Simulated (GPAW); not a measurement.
Runs of GPAW 26.7.0 on PbSe (Clausthalite). It takes space group Fm-3m (No. 225, cubic). Conventional cell: a = 6.121 Å, b = 6.121 Å, c = 6.121 Å, α = 90.00°, β = 90.00°, γ = 90.00°. Pb (site symmetry m-3m) has 6 Se at 3.06 Å as nearest neighbours. Se (site symmetry m-3m) has 6 Pb at 3.06 Å as nearest neighbours. 

```tsv
task	level	potentials or basis	spin	cell	k mesh	cutoff (eV)	smearing	eigensolver	maxiter	band path	band points	spin axis theta (degrees)	other keys	mesh quality	gap on the mesh (eV)	pressure (GPa)
band structure	SOGGA	PAW data sets generated in the run's folder for this functional, pw	SOC, no magnetisation	as given	6 × 6 × 6	600	fermi-dirac 0.05 eV	-	150	GXWKGLUWLK,UX	100	90	-	not flagged	0.47	(a)
electron localisation function	LDA	PAW data sets generated in the run's folder for this functional, pw	off	as given	5 × 5 × 5	510	fermi-dirac 0.01 eV	-	150	-	-	-	-	coarse	-	-2.6
single point	LDA	the program's PAW data sets (release 1.2.1) made for this functional, pw	off	as given	6 × 6 × 6	450	fermi-dirac 0.05 eV	-	80	-	-	-	-	not flagged	0.15	-3.1
Born charges	LDA	PAW data sets generated in the run's folder for this functional, pw	off	atoms relaxed	5 × 5 × 5	510	fermi-dirac 0.01 eV	-	150	-	-	-	-	coarse	-	-2.6
```

Task: Fill in the values left out.

Result: (a) -0.9.

Caveats: the cutoff is short for stress and forces, so pressures can be off by a GPa or more (some runs); spin-orbit coupling was added after a scalar SCF, so levels and gaps hold it while energy, forces, pressure and moments don't (some runs); this program's spin-orbit splittings come out too wide for heavy elements (some runs); spin-orbit coupling is left out, which as a rule narrows the gap of such compounds by several tenths of an eV (some runs); some modes are imaginary (some runs); the LO-TO splitting is left out (some runs).

A k mesh can miss the band edges, and rows without SOC leave out spin-orbit coupling on Pb, Se.

Runs at the PBE level aren't shown here.
